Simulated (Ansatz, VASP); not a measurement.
## AlN: VASP beside Ansatz

```
Al N
1.0
     2.96406   -4.19452    0.00000
     2.96406    4.19452    0.00000
     0.00000    0.00000    2.95330
Al N
2 2
Cartesian
  0.0000 0.0000 0.0000
  2.9641 0.0000 1.4767
  4.1984 0.0000 0.0000
  1.7297 0.0000 0.0000
```

Change from the starting cell: ordered vacancies on the anion sites of rutile (Cmmm, No. 65).

Alike in both runs: task relaxation of cell and atoms; functional PBE; k mesh 10 × 10 × 16; occupations gaussian, width 0.1 eV; no spin polarisation.

```csv
,VASP,Ansatz
version,VASP 6.6.1,Ansatz 0.2.0
potentials or method,"VASP PAW PBE potentials, release 64 (Al, N)","scalar-relativistic, plane waves, PAW"
plane-wave cutoff (eV),600,420
valence electrons in the cell,16,16
```

Ansatz gave:

* relaxed volume (Å³/atom): 20.40
* relaxed cell length with the largest relative difference (Å): 5.527
* energy change over the relaxation (meV/atom): -2

Task: Which values does VASP return?

Result: Relaxed volume (Å³/atom): 20.04; relaxed cell length with the largest relative difference (Å): 5.460; energy change over the relaxation (meV/atom): -1.
